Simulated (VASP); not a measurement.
Input of a VASP 6.6.1 run:

File INCAR:

```
PREC = Accurate
ENCUT = 600
EDIFF = 1E-6
ISMEAR = 0
SIGMA = 0.03
LREAL = False
LASPH = True
NELM = 80
ALGO = Normal
ISIF = 3
LWAVE = False
LCHARG = False
GGA = PE
IBRION = 2
NSW = 90
EDIFFG = -0.01
PSTRESS = 84.6
KPAR = 4
```

The input KPOINTS:

```
regular mesh
0
Gamma
  6 6 6
```

File POSCAR:

```
ZrSiO4
1.0
   -3.3035000000      3.3035000000      2.9910000000
    3.3035000000     -3.3035000000      2.9910000000
    3.3035000000      3.3035000000     -2.9910000000
Zr Si O
2 2 8
Direct
    0.7500000000      0.2500000000      0.5000000000
    0.0000000000      0.0000000000      0.0000000000
    0.2500000000      0.7500000000      0.5000000000
    0.5000000000      0.5000000000      0.0000000000
    0.1364000000      0.3203000000      0.8161000000
    0.0703000000      0.7542000000      0.6839000000
    0.5042000000      0.3203000000      0.1839000000
    0.0703000000      0.3864000000      0.3161000000
    0.6136000000      0.9297000000      0.6839000000
    0.6797000000      0.8636000000      0.1839000000
    0.2458000000      0.9297000000      0.3161000000
    0.6797000000      0.4958000000      0.8161000000
```

Potentials or basis: VASP PAW PBE potentials, release 64 (Zr_sv, Si, O).

Launch:

```console
$ cat potpaw_PBE.64/Zr_sv/POTCAR potpaw_PBE.64/Si/POTCAR potpaw_PBE.64/O/POTCAR > POTCAR
$ mpirun -np 4 vasp_std > vasp.out
```

(1) Estimate the relaxed cell.

(2) Predict the band gap on the k mesh.

Answers

(1) a = 5.527 Å, b = 5.527 Å, c = 5.527 Å, α = 107.02°, β = 107.02°, γ = 114.50°.

(2) 4.83 eV, indirect (least direct gap 5.09 eV).

Caveat: the cell is relaxed towards a set pressure, so the enthalpy falls and the energy may rise.
